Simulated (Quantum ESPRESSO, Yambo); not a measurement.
# BAs (F-43m): G0W0 with Yambo, start to end, part 2 of 3

How does a plane-wave GW calculation on BAs (F-43m) run from the first input to the gap?

Quantum ESPRESSO 7.5 and Yambo 5.3.0; PBE and many-body steps on it, plane waves. Known limits of the many-body steps: not at the basis limit; no spin-orbit coupling; coarse k mesh.

So far. Step 2 (Ground state): The gap is indirect, with the least direct gap 2.08 eV higher. Step 3 (Bands along the symmetry lines): The gap is 1.207 eV, as in the run before at this level.

### Step 4. Empty states on the mesh, 4×4×4 mesh, 144 bands

Level of this step: DFT, PBE, plane waves, norm-conserving pseudopotentials (Quantum ESPRESSO).

The sums over transitions need many empty states on a uniform mesh; this step solves for them.

Contents of pw.in:

```
&control
  calculation = 'nscf'
  prefix = 'x'
  outdir = 'o'
  pseudo_dir = 'pseudo'
/
&system
  ibrav = 0
  nat = 2
  ntyp = 2
  ecutwfc = 100.0
  nbnd = 144
  force_symmorphic = .true.
/
&electrons
  conv_thr = 1e-9
  electron_maxstep = 80
  diago_full_acc = .true.
  diago_thr_init = 5e-6
/
ATOMIC_SPECIES
  B 10.81 B.upf
  As 74.922 As.upf
CELL_PARAMETERS angstrom
  -0.0000000000 2.3885000000 2.3885000000
  2.3885000000 -0.0000000000 2.3885000000
  2.3885000000 2.3885000000 -0.0000000000
ATOMIC_POSITIONS crystal
  B 0.0000000000 0.0000000000 0.0000000000
  As 0.2500000000 0.2500000000 0.2500000000
K_POINTS automatic
  4 4 4 0 0 0
```

Run with:

```console
> OMP_NUM_THREADS=1 mpirun -n 4 pw.x -nk 4 -in pw.in > pw.out
```

The log of the run:

```text
[banner, memory and clock lines left out]
Program PWSCF v.7.5 starts

     Atomic positions and unit cell read from directory:
     o/x.save/

     Message from routine setup:
     using ibrav=0 with symmetry is DISCOURAGED, use correct ibrav instead

     G-vector sticks info

     bravais-lattice index     =            0
     lattice parameter (alat)  =       6.3832  a.u.
     unit-cell volume          =     183.9087 (a.u.)^3
     number of atoms/cell      =            2
     number of atomic types    =            2
     number of electrons       =        26.00
     number of Kohn-Sham states=          144
     kinetic-energy cutoff     =     100.0000  Ry
     charge density cutoff     =     400.0000  Ry
     Exchange-correlation= PBE
                           (   1   4   3   4   0   0   0)

     celldm(1)=   6.383210  celldm(2)=   0.000000  celldm(3)=   0.000000
     celldm(4)=   0.000000  celldm(5)=   0.000000  celldm(6)=   0.000000

     crystal axes: (cart. coord. in units of alat)
               a(1) = (  -0.000000   0.707107   0.707107 )
               a(2) = (   0.707107  -0.000000   0.707107 )
               a(3) = (   0.707107   0.707107  -0.000000 )

     reciprocal axes: (cart. coord. in units 2 pi/alat)
               b(1) = ( -0.707107  0.707107  0.707107 )
               b(2) = (  0.707107 -0.707107  0.707107 )
               b(3) = (  0.707107  0.707107 -0.707107 )
     Pseudo is Norm-conserving + core correction, Zval =  3.0
     Generated using ONCVPSP code by D. R. Hamann
     Using radial grid of 1534 points,  4 beta functions with:
     Pseudo is Norm-conserving + core correction, Zval = 23.0
     Generated using ONCVPSP code by D. R. Hamann
     Using radial grid of 1358 points,  6 beta functions with:
     B                 3.00    10.81000     B ( 1.00)
     As               23.00    74.92200     As( 1.00)

     24 Sym. Ops. (no inversion) found

   Cartesian axes

     site n.     atom                  positions (alat units)
         1        B      tau(   1) = (   0.0000000   0.0000000   0.0000000  )
         2        As     tau(   2) = (   0.3535534   0.3535534   0.3535534  )

     number of k points=     8
                       cart. coord. in units 2pi/alat
        k(    1) = (   0.0000000   0.0000000   0.0000000), wk =   0.0312500
        k(    2) = (   0.1767767   0.1767767  -0.1767767), wk =   0.2500000
        k(    3) = (  -0.3535534  -0.3535534   0.3535534), wk =   0.1250000
[...]
k(    7) = (  -0.7071068   0.0000000   0.0000000), wk =   0.0937500
        k(    8) = (  -0.7071068   0.3535534   0.0000000), wk =   0.1875000

     Dense  grid:    24933 G-vectors     FFT dimensions: (  45,  45,  45)

     The potential is recalculated from file :
     o/x.save/charge-density

     Starting wfcs are   17 randomized atomic wfcs +  127 random wfcs

     Band Structure Calculation

     End of band structure calculation

          k = 0.0000 0.0000 0.0000 (  3119 PWs)   bands (ev):

  -173.2770-116.6589-116.6589-116.6589 -23.6917 -23.6917 -23.6917 -23.6720
   -23.6720  -3.2329  12.1652  12.1652  12.1652  15.4540  15.4540  15.4540
    16.8509  21.7655  25.3321  25.3321  26.6220  26.6220  26.6220  31.1379
    41.9864  41.9864  41.9864  49.0114  49.0114  49.0114  49.5648  49.5648
[...]
[... 6 further rows ...]
[...]
k = 0.1768 0.1768-0.1768 (  3104 PWs)   bands (ev):

  -173.2770-116.6589-116.6589-116.6589 -23.6900 -23.6882 -23.6882 -23.6713
[...]
[... 6 further rows ...]
[...]
k =-0.3536-0.3536 0.3536 (  3100 PWs)   bands (ev):

  -173.2770-116.6590-116.6589-116.6589 -23.6885 -23.6862 -23.6862 -23.6691
[...]
[... 6 further rows ...]
   150.4940 150.4940 150.8230 152.0022 153.1434 155.2490 155.2490 156.3684
   156.3684 157.4120 158.8149 158.8149 162.3257 162.6863 162.6863 163.9347

          k = 0.3536 0.0000 0.0000 (  3122 PWs)   bands (ev):

     [... further k-points ...]

     highest occupied, lowest unoccupied level (ev):    12.1652   13.6158

     XML data file, pseudopotentials, collected wavefunctions
```

Wall time 8.8 s (4 MPI ranks of Arm Neoverse V1, shared host); peak memory 0.35 GiB; 35 s of CPU time.

This step gave:

| Property | Result |
| --- | --- |
| gap | 1.451 eV |
| k of the valence top | 0, 0, 0 |
| k of the conduction bottom | 0, -0.5, -0.5 |
| least direct gap | 3.289 eV |
| k points computed | 8 |
| lowest point of the top converged band, above the valence top | 143.7902 eV |

On this mesh the gap is 1.451 eV. The earlier step found 1.207 eV, so this mesh misses an edge.

### Step 5. Conversion and set-up

This step: Yambo 5.3.0; conversion and set-up on PBE, plane waves, norm-conserving pseudopotentials.

The states are converted to the many-body program's format and the q mesh is built.

Run with:

```console
> (cd o/x.save; p2y > p2y.log; mv SAVE ../..); yambo > setup.log
```

The log of the run:

```text
 Yambo, version 5.3.0

 [02] CORE Variables Setup
 =========================

  [02.01] Unit cells
  ==================

  Cell kind             :  FCC
  Atoms in the cell     :  B  As
  number of B  atoms    :  1
  number of As atoms    :  1

  List of atomic masses
  Mass of B     :  10.81000
  Mass of As    :  74.92200

  List of atomic coordinates    : [cc]
  B1       :  0.000000  0.000000  0.000000  order 1
  As1       :  2.256805  2.256805  2.256805  order 2

  Alat factors          :  4.513611  4.513611  4.513611 [a.u.]
  Direct lattice volume :  183.9087 [a.u.]
  Direct lattice vectors:  A[ 1 ]  A[ 2 ]  A[ 3 ]
   A[ 1 ]: -0.000000  1.000000  1.000000  [iru]
  -0.000000  4.513611  4.513611  [cc]
   A[ 2 ]:  1.000000 -0.000000  1.000000  [iru]
   4.513611 -0.000000  4.513611  [cc]
   A[ 3 ]:  1.000000  1.000000 -0.000000  [iru]
   4.513611  4.513611 -0.000000  [cc]

  Recip. lattice volume :  1.348768 [a.u.]
  Recip. lattice vectors:  B[ 1 ]  B[ 2 ]  B[ 3 ]
   B[ 1 ]: -0.500000  0.500000  0.500000  [iku]
  -0.696026  0.696026  0.696026  [cc]
   B[ 2 ]:  0.500000 -0.500000  0.500000  [iku]
   0.696026 -0.696026  0.696026  [cc]
   B[ 3 ]:  0.500000  0.500000 -0.500000  [iku]
   0.696026  0.696026 -0.696026  [cc]

  [02.02] Symmetries
  ==================

  Inversion symmetry    : yes
  Spatial inversion     : no
  Inversion index       :  25
  K-space Time-reversal : yes
  Magnetic symmetries   : no
  Time-reversal derived K-space symmetries:   25   48
  Group table correct   : yes
  Symmetries units      :  [cc]

   [S  1]:   1.0000     -0.32065E-16 -0.32065E-16 -0.32065E-16   1.0000      0.32065E-16  0.32065E-16  0.32065E-16   1.0000
   [S  2]:  -1.0000      0.32065E-16 -0.32065E-16  0.32065E-16  -1.0000      0.32065E-16 -0.32065E-16 -0.32065E-16   1.0000
   [S  3]:  -1.0000     -0.32065E-16  0.32065E-16  0.32065E-16   1.0000     -0.32065E-16 -0.32065E-16  0.32065E-16  -1.0000
[...]
[S  9]: -0.32065E-16   1.0000     -0.32065E-16  0.32065E-16 -0.32065E-16   1.0000       1.0000      0.32065E-16  0.32065E-16
   [S 10]: -0.32065E-16  -1.0000      0.32065E-16  0.32065E-16  0.32065E-16  -1.0000       1.0000     -0.32065E-16 -0.32065E-16
     [... 36 further rows ...]
   [S*47]:   1.0000     -0.32065E-16  0.32065E-16 -0.32065E-16  0.32065E-16  -1.0000      0.32065E-16   1.0000     -0.32065E-16
   [S*48]:   1.0000      0.32065E-16 -0.32065E-16 -0.32065E-16 -0.32065E-16   1.0000      0.32065E-16  -1.0000      0.32065E-16

  [02.03] Reciprocal space
  ========================

  nG shells         :  278
  nG charge         :  24933
  nG WFs            :   3817
  nC WFs            :  3138
  G-vecs. in first 27 shells:  [ Number ]
     1    9   15   27   51   59   65   89  113
    137   169   181   229   259   283   307   331   339
    387   411   459   531   537   561   609   645   701
  ...
  Shell energy in first 27 shells:  [ mHa ]
[...]
K/Q-points units:
  rlu = crystal or reduced units; cc = cartesian coordinates; iku = interal k-units

  K [1]          [rlu]:  0.000000  0.000000  0.000000
         WF components:  3119
  K [2]          [rlu]: -0.46518E-17 -0.46518E-17  0.25000
         WF components:  3104
  K [3]          [rlu]:  0.93037E-17  0.93037E-17 -0.50000
         WF components:  3100
  K [4]          [rlu]:  0.14504E-17  0.25000      0.25000
         WF components:  3122
  K [5]          [rlu]: -0.16785E-17  0.25000     -0.50000
         WF components:  3116
  [... 2 further k-points ...]
  K [8]          [rlu]:  0.250000 -0.500000 -0.250000
         WF components:  3112

  [02.05] Energies & Occupations
  ==============================

  [X] === General ===
  [X] Electronic Temperature                        :  0.000000  0.000000 [eV K]
  [X] Bosonic    Temperature                        :  0.000000  0.000000 [eV K]
  [X] Finite Temperature mode                       : no
  [X] El. density                                   :  0.95404E+24 [cm-3]
  [X] Fermi Level                                   :  12.16515 [eV]

  [X] === Gaps and Widths ===
  [X] Conduction Band Min                           :  1.450685 [eV]
  [X] Valence Band Max                              :  0.000000 [eV]
  [X] Filled Bands                                  :  13
  [X] Empty Bands                                   :   14  144
  [X] Direct Gap                                    :  3.288876 [eV]
  [X] Direct Gap localized at k                     :  1
  [X] Indirect Gap                                  :  1.450685 [eV]
  [X] Indirect Gap between kpts                     :   1   7
  [X] Last valence band width                       :  5.185469 [eV]
  [X] 1st conduction band width                     :  3.822368 [eV]

  E @ K [1]:  [eV]
  -185.4422 -128.8241 -128.8241 -128.8241  -35.8568  -35.8568  -35.8568  -35.8372
   -35.837      -15.398     -0.28967E-09 -0.11276E-09   0.0000       3.2889       3.2889       3.2889
    4.68571   9.60039  13.16699  13.16699  14.45680  14.45680  14.45680  18.97276
[...]
occ @ K [1]
[...]
E @ K [2]:  [eV]
[...]
occ @ K [2]
[...]
E @ K [3]:  [eV]
[...]
occ @ K [3]
[...]
E @ K [4]:  [eV]
[...]
occ @ K [4]
[...]
E @ K [5]:  [eV]
[...]
occ @ K [5]
[...]
[... 2 further k-points ...]
  E @ K [8]:  [eV]
[...]
occ @ K [8]
[...]
0.000000  0.000000  0.000000  0.000000  0.000000  0.000000  0.000000  0.000000
   0.000000  0.000000  0.000000  0.000000  0.000000  0.000000  0.000000  0.000000

 [03] Transferred momenta grid and indexing
 ==========================================

 IBZ Q-points                                      :   8
 BZ  Q-points                                      :   64

 K/Q-points units:
 rlu = crystal or reduced units; cc = cartesian coordinates; iku = interal k-units

 Q [1]          [rlu]:  0.000000  0.000000  0.000000
 Q [2]          [rlu]:  0.31652E-17  0.31652E-17  0.25000
 Q [3]          [rlu]: -0.63303E-17 -0.63303E-17 -0.50000
[...]
Q [7]          [rlu]:  0.36976E-16 -0.50000     -0.50000
 Q [8]          [rlu]:  0.250000 -0.500000 -0.250000

  [03.01] X indexes
  =================

   [03.01.01] Sigma indexes
   ========================

 [06] Game Over & Game summary
```

Wall time 2.5 s (1 MPI rank); peak memory 0.24 GiB.

(Part 2 of 3 ends here.)

[Paths, hosts, dates, memory and timing lines, banners, echoed tables and standing remarks are left out of the program output.]

[Logs are printed without paths, hosts, clocks, repeated set-up lines and the standing remarks that a program may print on its own settings, such as how far it seeks lower states.]

[Runs of the session that timed out or met a known fault of the program may be left out.]

[Hosts, paths, dates, database ids (printed as entryN), source tags and the programs' standing remarks are cut or masked in the printed files.]
